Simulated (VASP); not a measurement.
# InP (F-43m) in VASP: further runs

Runs on InP. Level: PBE. Tasks: single point.

Program: VASP 6.6.1. These are calculated values, not measurements. Logs are shortened: lines on timing, memory, paths and dates and some standing lists are left out, and cuts for length are marked.

**Measured values to compare with.**

From a printed reference work, data compilation, for a bulk crystal of InP at 1.6 K: band gap 1.4236 eV (direct).

The results are compared with them further down.

### 1 The crystal as given

The structure is cubic, space group F-43m (No. 216). Conventional cell: a = 5.960 Å, b = 5.960 Å, c = 5.960 Å, α = 90.00°, β = 90.00°, γ = 90.00°. In (site symmetry -43m) is surrounded by 4 P at 2.58 Å. P (site symmetry -43m) has 4 In at 2.58 Å as nearest neighbours.

### 2 Single point, PBE

INCAR reads:

```
SYSTEM = InP
PREC = Accurate
ENCUT = 520
EDIFF = 1E-6
ISMEAR = 0
SIGMA = 0.02
LREAL = .FALSE.
LASPH = .TRUE.
NELM = 100
ALGO = Fast
ISIF = 2
LWAVE = .FALSE.
LCHARG = .FALSE.
GGA = PE
NBANDS = 16
```

KPOINTS reads:

```
Automatic mesh
0
G
  10 10 10
  0 0 0
```

POSCAR reads:

```
InP
1.0
    0.0000000000      2.9800342060      2.9800342060
    2.9800342060      0.0000000000      2.9800342060
    2.9800342060      2.9800342060      0.0000000000
In P
1 1
Direct
    0.0000000000      0.0000000000      0.0000000000
    0.2500000000      0.2500000000      0.2500000000
```

Potentials or basis: VASP PAW PBE potentials, release 64 (In_d, P).

Launch:

```bash
$ cat potpaw_PBE.64/In_d/POTCAR potpaw_PBE.64/P/POTCAR > POTCAR
$ mpirun -np 1 vasp_std > vasp.out
```

OUTCAR:

```text
SYSTEM = InP
   PREC = Accurate
   ENCUT = 520
   EDIFF = 1E-6
   ISMEAR = 0
   LREAL = .FALSE.
   LASPH = .TRUE.
   NELM = 100
   ISIF = 2
   GGA = PE

 ion  position               nearest neighbor table
   1  0.000  0.000  0.000-   2 2.58   2 2.58   2 2.58   2 2.58
   2  0.250  0.250  0.250-   1 2.58   1 2.58   1 2.58   1 2.58

  LATTYP: Found a face centered cubic cell.
 ALAT       =     5.9600684120

  Lattice vectors:

 A1 = (   0.0000000000,   2.9800342060,   2.9800342060)
 A2 = (   2.9800342060,   0.0000000000,   2.9800342060)
 A3 = (   2.9800342060,   2.9800342060,   0.0000000000)

Analysis of symmetry for initial positions (statically):
=====================================================================
 Subroutine PRICEL returns:
 Original cell was already a primitive cell.

 Routine SETGRP: Setting up the symmetry group for a
 face centered cubic supercell.

 Subroutine GETGRP returns: Found 24 space group operations
 (whereof 24 operations were pure point group operations)
 out of a pool of 48 trial point group operations.

The static configuration has the point symmetry T_d .

Analysis of symmetry for dynamics (positions and initial velocities):
=====================================================================
 Subroutine PRICEL returns:
 Original cell was already a primitive cell.

 Routine SETGRP: Setting up the symmetry group for a
 face centered cubic supercell.

 Subroutine GETGRP returns: Found 24 space group operations
 (whereof 24 operations were pure point group operations)
 out of a pool of 48 trial point group operations.

The dynamic configuration has the point symmetry T_d .

 Subroutine INISYM returns: Found 24 space group operations
 (whereof 24 operations are pure point group operations),
 and found     1 'primitive' translations

----------------------------------------------------------------------------------------

                                     Primitive cell

  volume of cell :      52.9290

  direct lattice vectors                    reciprocal lattice vectors
     0.000000000  2.980034206  2.980034206    -0.167783309  0.167783309  0.167783309
     2.980034206  0.000000000  2.980034206     0.167783309 -0.167783309  0.167783309
     2.980034206  2.980034206  0.000000000     0.167783309  0.167783309 -0.167783309

  length of vectors
     4.214404790  4.214404790  4.214404790     0.290609216  0.290609216  0.290609216

  position of ions in fractional coordinates (direct lattice)
     0.000000000  0.000000000  0.000000000
     0.250000000  0.250000000  0.250000000

  ion indices of the primitive-cell ions
   primitive index   ion index
                 1           1
                 2           2

----------------------------------------------------------------------------------------

 KPOINTS: Automatic mesh

Automatic generation of k-mesh.
 Grid dimensions read from file:
 generate k-points for:   10   10   10

 Generating k-lattice:

  Cartesian coordinates                     Fractional coordinates (reciprocal lattice)
    -0.016778331  0.016778331  0.016778331     0.100000000  0.000000000  0.000000000
     0.016778331 -0.016778331  0.016778331     0.000000000  0.100000000  0.000000000
     0.016778331  0.016778331 -0.016778331     0.000000000  0.000000000  0.100000000

  Length of vectors
     0.029060922  0.029060922  0.029060922

  Shift w.r.t. Gamma in fractional coordinates (k-lattice)
     0.000000000  0.000000000  0.000000000

 Subroutine IBZKPT returns following result:
 ===========================================

 Found     47 irreducible k-points:

 Following reciprocal coordinates:
            Coordinates               Weight
  0.000000  0.000000  0.000000      1.000000
  0.100000  0.000000  0.000000      8.000000
  0.200000  0.000000  0.000000      8.000000
  0.300000  0.000000  0.000000      8.000000
  0.400000  0.000000  0.000000      8.000000
  0.500000  0.000000  0.000000      4.000000
[... 16 lines left out ...]
  0.300000  0.300000  0.000000      6.000000
  0.400000  0.300000  0.000000     24.000000
 [... further k-points ...]
   k-points           NKPTS =     47   k-points in BZ     NKDIM =     47   number of bands    NBANDS=     16
   number of dos      NEDOS =    301   number of ions     NIONS =      2
   total plane-waves  NPLWV =  32768
   dimension x,y,z NGX =    32 NGY =   32 NGZ =   32
   dimension x,y,z NGXF=    64 NGYF=   64 NGZF=   64
   ions per type =               1   1
   NGX,Y,Z   is equivalent  to a cutoff of  12.62, 12.62, 12.62 a.u.
   NGXF,Y,Z  is equivalent  to a cutoff of  25.25, 25.25, 25.25 a.u.
 SYSTEM =  InP
   PREC   = accura    normal or accurate (medium, high low for compatibility)
   ISTART =      0    job   : 0-new  1-cont  2-samecut
   ICHARG =      2    charge: 1-file 2-atom 10-const
   ISPIN  =      1    spin polarized calculation?
   LNONCOLLINEAR =      F non collinear calculations
   LSORBIT =      F    spin-orbit coupling
   LASPH  =      T    aspherical Exc in radial PAW
   ENCUT  =  520.0 eV  38.22 Ry    6.18 a.u.   7.84  7.84  7.84*2*pi/ulx,y,z
   NELM   =    100;   NELMIN=  2; NELMDL= -5     # of ELM steps
   EDIFF  = 0.1E-05   stopping-criterion for ELM
   LREAL  =      F    real-space projection
   EDIFFG = 0.1E-04   stopping-criterion for IOM
   NSW    =      0    number of steps for IOM
   IBRION =     -1    ionic relax: 0-MD 1-quasi-New 2-CG
   NFREE  =      0    steps in history (QN), initial steepest desc. (CG)
   ISIF   =      2    stress and relaxation
   ISYM   =      2    0-nonsym 1-usesym 2-fastsym
   POTIM  = 0.5000    time-step for ionic-motion
   TEBEG  =    0.0;   TEEND  =   0.0 temperature during run
   PSTRESS=    0.0 pullay stress
   NELECT =      18.0000    total number of electrons
   NUPDOWN=      -1.0000    fix difference up-down
   EMIN   =  10.00;   EMAX   =-10.00  energy-range for DOS
   EFERMI =   0.00;   METHOD = LEGACY
   ISMEAR =     0;   SIGMA  =   0.02  broadening in eV -4-tet -1-fermi 0-gaus
   EFERMI_NEDOS =   21; number of points for ismear=-14 and -15
   IALGO  =     68    algorithm
   IMIX   =      4    mixing-type and parameters
     AMIX     =   0.40;   BMIX     =  1.00
     AMIX_MAG =   1.60;   BMIX_MAG =  1.00
  volume/ion in A,a.u.               =      26.46       178.59
  Fermi-wavevector in a.u.,A,eV,Ry     =   1.142706  2.159401 17.766167  1.305776
  Thomas-Fermi vector in A             =   2.279403
   LORBIT       =      0    0 simple, 1 ext, 2 COOP (PROOUT), +10 PAW based schemes
   GGA     = PE    functional components
   LHFCALC =     F    Hartree Fock is set to
   AEXX    =    0.0000 exact exchange contribution
   IVDW    =     0    specifies the selected vdW correction
   LEPSILON=     F    determine dielectric tensor
   LRPA    =     F    only Hartree local field effects (RPA)
 non-spin polarized calculation
 RMM-DIIS sequential band-by-band and
 Gauss-broadening in eV      SIGMA  =   0.02
  energy-cutoff  :      520.00
  volume of cell :       52.93
 maximum number of plane-waves:      1458
   NGX = 15   NGY = 15   NGZ = 15

 number of electron      18.0000005 magnetization

 Free energy of the ion-electron system (eV)
  ---------------------------------------------------
  ext. energy  EPLUGINS =         0.00000000
  ---------------------------------------------------
  free energy    TOTEN  =        -8.40801346 eV

  energy without entropy =       -8.40801346  energy(sigma->0) =       -8.40801346

 E-fermi :   4.8020     XC(G=0):  -9.0619

 val. band max:        4.6529505988   @ k =   0.0000   0.0000   0.0000
 cond. band min:       5.0910150598   @ k =   0.0000   0.0000   0.0000
 fundamental gap:      0.4380644610
 Fermi energy:         4.8019627060

 k-point     1 :       0.0000    0.0000    0.0000
  band No.  band energies     occupation
      1      -9.4394      2.00000
      2      -9.4394      2.00000
      3      -9.4394      2.00000
      4      -9.3110      2.00000
      5      -9.3110      2.00000
      6      -6.5318      2.00000
[... 8 lines left out ...]
     15      14.0217      0.00000
     16      14.0217      0.00000

 k-point     2 :       0.1000    0.0000    0.0000
  band No.  band energies     occupation
      1      -9.4494      2.00000
      2      -9.4353      2.00000
      3      -9.4353      2.00000
      4      -9.3109      2.00000
      5      -9.3109      2.00000
      6      -6.4259      2.00000
[... 8 lines left out ...]
     15      13.5587      0.00000
     16      13.5587      0.00000

 k-point     3 :       0.2000    0.0000    0.0000
  band No.  band energies     occupation
      1      -9.4745      2.00000
      2      -9.4253      2.00000
      3      -9.4253      2.00000
      4      -9.3100      2.00000
      5      -9.3100      2.00000
      6      -6.1221      2.00000
[... 8 lines left out ...]
     15      13.1566      0.00000
     16      13.9025      0.00000

 k-point     4 :       0.3000    0.0000    0.0000
  band No.  band energies     occupation
      1      -9.5045      2.00000
      2      -9.4150      2.00000
      3      -9.4150      2.00000
      4      -9.3067      2.00000
      5      -9.3067      2.00000
      6      -5.6701      2.00000
[... 8 lines left out ...]
     15      13.4255      0.00000
     16      13.5017      0.00000

 k-point     5 :       0.4000    0.0000    0.0000
  band No.  band energies     occupation
      1      -9.5278      2.00000
      2      -9.4086      2.00000
      3      -9.4086      2.00000
      4      -9.3019      2.00000
      5      -9.3019      2.00000
      6      -5.1960      2.00000
[... 8 lines left out ...]
     15      14.3474      0.00000
     16      14.3474      0.00000

 k-point     6 :       0.5000    0.0000    0.0000
  band No.  band energies     occupation
      1      -9.5366      2.00000
      2      -9.4066      2.00000
      3      -9.4066      2.00000
      4      -9.2996      2.00000
      5      -9.2996      2.00000
      6      -4.9683      2.00000
[... 8 lines left out ...]
     15      15.1729      0.00000
     16      15.1729      0.00000

 k-point     7 :       0.1000    0.1000    0.0000
  band No.  band energies     occupation
      1      -9.4571      2.00000
      2      -9.4314      2.00000
      3      -9.4314      2.00000
      4      -9.3141      2.00000
      5      -9.3082      2.00000
      6      -6.3908      2.00000
[... 8 lines left out ...]
     15      13.7838      0.00000
     16      14.1144      0.00000

 k-point     8 :       0.2000    0.1000    0.0000
  band No.  band energies     occupation
      1      -9.4782      2.00000
      2      -9.4230      2.00000
      3      -9.4212      2.00000
      4      -9.3166      2.00000
      5      -9.3053      2.00000
      6      -6.1530      2.00000
[... 8 lines left out ...]
     15      13.9226      0.00000
     16      14.5644      0.00000

 k-point     9 :       0.3000    0.1000    0.0000
  band No.  band energies     occupation
      1      -9.5041      2.00000
      2      -9.4142      2.00000
      3      -9.4102      2.00000
      4      -9.3162      2.00000
      5      -9.3018      2.00000
      6      -5.7475      2.00000
[... 8 lines left out ...]
     15      14.0136      0.00000
     16      14.3569      0.00000
[... 172 lines left out ...]
 k-point    19 :       0.5000    0.2000    0.0000
  band No.  band energies     occupation
      1      -9.5486      2.00000
      2      -9.3954      2.00000
      3      -9.3859      2.00000
      4      -9.3191      2.00000
      5      -9.2955      2.00000
      6      -4.8092      2.00000
[... 8 lines left out ...]
     15      15.2513      0.00000
     16      15.8812      0.00000

 k-point    20 :      -0.4000    0.2000    0.0000
  band No.  band energies     occupation
      1      -9.5459      2.00000
      2      -9.3979      2.00000
      3      -9.3882      2.00000
      4      -9.3112      2.00000
      5      -9.3022      2.00000
      6      -4.7451      2.00000
[... 8 lines left out ...]
     15      14.0360      0.00000
     16      15.6759      0.00000

 k-point    21 :      -0.3000    0.2000    0.0000
  band No.  band energies     occupation
      1      -9.5331      2.00000
      2      -9.4014      2.00000
      3      -9.3959      2.00000
      4      -9.3104      2.00000
      5      -9.3056      2.00000
      6      -5.0647      2.00000
[... 8 lines left out ...]
     15      14.7177      0.00000
     16      15.9622      0.00000

 k-point    22 :      -0.2000    0.2000    0.0000
  band No.  band energies     occupation
      1      -9.5135      2.00000
      2      -9.4082      2.00000
      3      -9.4066      2.00000
      4      -9.3147      2.00000
      5      -9.3037      2.00000
      6      -5.5161      2.00000
[... 8 lines left out ...]
     15      14.7242      0.00000
     16      15.7578      0.00000

 k-point    23 :       0.3000    0.3000    0.0000
  band No.  band energies     occupation
      1      -9.5471      2.00000
      2      -9.3830      2.00000
      3      -9.3830      2.00000
      4      -9.3364      2.00000
      5      -9.2917      2.00000
      6      -5.3791      2.00000
[... 8 lines left out ...]
     15      14.7796      0.00000
     16      17.2393      0.00000

 k-point    24 :       0.4000    0.3000    0.0000
  band No.  band energies     occupation
      1      -9.5637      2.00000
      2      -9.3752      2.00000
      3      -9.3725      2.00000
      4      -9.3392      2.00000
      5      -9.2886      2.00000
      6      -4.9992      2.00000
[... 8 lines left out ...]
     15      15.1825      0.00000
     16      17.0893      0.00000

 [... further k-points ...]

------------------------ aborting loop because EDIFF is reached ----------------------------------------

  FORCE on cell =-STRESS in cart. coord.  units (eV):
  Direction    XX          YY          ZZ          XY          YZ          ZX
  --------------------------------------------------------------------------------------
  -------------------------------------------------------------------------------------
  Total       -0.0378674     -0.0378674     -0.0378674      0.0000000      0.0000000     -0.0000000
  in kB       -1.1462578     -1.1462578     -1.1462578      0.0000000      0.0000000     -0.0000000
  external PRESSURE =      -1.1462578 kB  Pullay stress =       0.0000000 kB

 VOLUME and BASIS-vectors are now :
 -----------------------------------------------------------------------------
  energy-cutoff  :      520.00
  volume of cell :       52.93
      direct lattice vectors                 reciprocal lattice vectors
     0.000000000  2.980034206  2.980034206    -0.167783309  0.167783309  0.167783309
     2.980034206  0.000000000  2.980034206     0.167783309 -0.167783309  0.167783309
     2.980034206  2.980034206  0.000000000     0.167783309  0.167783309 -0.167783309

 POSITION                                       TOTAL-FORCE (eV/Angst)
 -----------------------------------------------------------------------------------
      0.00000      0.00000      0.00000         0.000000      0.000000      0.000000
      1.49002      1.49002      1.49002        -0.000000     -0.000000     -0.000000
 -----------------------------------------------------------------------------------
    total drift:                               -0.000000     -0.000000     -0.000000

  FREE ENERGIE OF THE ION-ELECTRON SYSTEM (eV)
  ---------------------------------------------------
  free  energy   TOTEN  =        -8.4080134596 eV

  energy  without entropy=       -8.4080134596  energy(sigma->0) =       -8.40801346
```

It took 63 s on 1 thread of Intel Xeon Platinum 8375C at 2.90GHz (Ice Lake), shared host; peak memory 0.19 GiB.

Results:

- Free energy: -8.4080 eV
- Pressure: -0.1 GPa
- Band gap on the k mesh: 0.44 eV, direct

Caveat: spin-orbit coupling is left out, which moves the levels of the heavy elements.

### 3 Single point, PBE

This run uses another cell than the first one, of 25.17 Å³/atom, 0.951 times its volume.

INCAR reads:

```
PREC     = Accurate       # precision mode
ENCUT    = 520            # plane-wave cutoff, eV
EDIFF    = 1E-6           # SCF threshold, eV
ISMEAR   = 0              # smearing method
SIGMA    = 0.1            # smearing width, eV
LREAL    = F              # projectors in reciprocal space
LASPH    = T              # aspherical terms in the spheres
NELM     = 100            # most SCF steps
ALGO     = Fast           # electronic algorithm
ISIF     = 2              # what is computed and relaxed
LWAVE    = F              # write WAVECAR
LCHARG   = F              # write CHGCAR
GGA      = PE             # functional
NBANDS   = 16             # bands
```

KPOINTS reads:

```
Automatic mesh
0
Gamma
  6 6 6
```

POSCAR reads:

```
InP
1.0
    0.0000000000      2.9305000000      2.9305000000
    2.9305000000      0.0000000000      2.9305000000
    2.9305000000      2.9305000000      0.0000000000
In P
1 1
Direct
    0.0000000000      0.0000000000      0.0000000000
    0.2500000000      0.2500000000      0.2500000000
```

Potentials or basis: VASP PAW PBE potentials, release 64 (In_d, P).

Launch:

```bash
$ cat potpaw_PBE.64/In_d/POTCAR potpaw_PBE.64/P/POTCAR > POTCAR
$ mpirun -np 1 vasp_std > vasp.out
```

OUTCAR:

```text
PREC = Accurate
   ENCUT = 520
   EDIFF = 1E-6
   ISMEAR = 0
   LREAL = F
   LASPH = T
   NELM = 100
   ISIF = 2
   GGA = PE

 ion  position               nearest neighbor table
   1  0.000  0.000  0.000-   2 2.54   2 2.54   2 2.54   2 2.54
   2  0.250  0.250  0.250-   1 2.54   1 2.54   1 2.54   1 2.54

  LATTYP: Found a face centered cubic cell.
 ALAT       =     5.8610000000

  Lattice vectors:

 A1 = (   0.0000000000,   2.9305000000,   2.9305000000)
[... 481 lines left out ...]
------------------------ aborting loop because EDIFF is reached ----------------------------------------

  FORCE on cell =-STRESS in cart. coord.  units (eV):
  Direction    XX          YY          ZZ          XY          YZ          ZX
  --------------------------------------------------------------------------------------
  -------------------------------------------------------------------------------------
  Total        1.0063521      1.0063521      1.0063521      0.0000000      0.0000000      0.0000000
  in kB       32.0335726     32.0335726     32.0335726      0.0000000      0.0000000      0.0000000
  external PRESSURE =      32.0335726 kB  Pullay stress =       0.0000000 kB

 VOLUME and BASIS-vectors are now :
 -----------------------------------------------------------------------------
  energy-cutoff  :      520.00
  volume of cell :       50.33
      direct lattice vectors                 reciprocal lattice vectors
     0.000000000  2.930500000  2.930500000    -0.170619348  0.170619348  0.170619348
     2.930500000  0.000000000  2.930500000     0.170619348 -0.170619348  0.170619348
     2.930500000  2.930500000  0.000000000     0.170619348  0.170619348 -0.170619348

 POSITION                                       TOTAL-FORCE (eV/Angst)
 -----------------------------------------------------------------------------------
      0.00000      0.00000      0.00000        -0.000000     -0.000000     -0.000000
      1.46525      1.46525      1.46525         0.000000      0.000000      0.000000
 -----------------------------------------------------------------------------------
    total drift:                                0.000000      0.000000      0.000000

  FREE ENERGIE OF THE ION-ELECTRON SYSTEM (eV)
  ---------------------------------------------------
  free  energy   TOTEN  =        -8.3700912905 eV

  energy  without entropy=       -8.3700912875  energy(sigma->0) =       -8.37009129
```

Wall time 14 s (1 thread of Intel Xeon Platinum 8259CL at 2.50GHz (Skylake/Cascade Lake), shared host); peak memory 0.17 GiB.

What came out:

* Free energy: -8.3701 eV
* Pressure: 3.2 GPa
* Band gap on the k mesh: 0.71 eV, direct

Caveat: spin-orbit coupling is left out, which moves the levels of the heavy elements.

(Continued in part 2 of 2.)
